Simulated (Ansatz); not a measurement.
AgBr:

```
Ag Br
1.0
     0.00000    2.87015    2.87015
     2.87015    0.00000    2.87015
     2.87015    2.87015    0.00000
Ag Br
1 1
Direct
  0.00000 0.00000 0.00000
  0.50000 0.50000 0.50000
```

Base run:

| Quantity | Value |
| --- | --- |
| Program | Ansatz 0.2.0 |
| Functional | PBEsol |
| Potentials or basis | all-electron LAPW, scalar-relativistic |
| Cutoff | 214 eV (chosen from the basis error) |
| Basis error allowed | 0.001 eV/atom |
| k mesh | 8 × 8 × 8 |
| Occupations | fermi-dirac, width 0.05 eV |
| Spin | no spin polarisation |
| Hubbard terms | Ag d U = 4 eV |

Its results: band gap on the k mesh 1.10 eV, indirect (least direct gap 2.48 eV); pressure -0.9 GPa.

Problem. The run is repeated on the same cell with these changes: k mesh from 8 × 8 × 8 to 6 × 6 × 6; hubbard terms from Ag d U = 4 eV to none. What comes out?

Solution. Band gap on the k mesh 0.50 eV, indirect (least direct gap 2.45 eV); pressure -1.6 GPa.

Several settings changed at once, so the effect can't be laid on one alone.

Caveats: U is the effective U less J, on atomic orbitals that reach past the spheres (some runs).
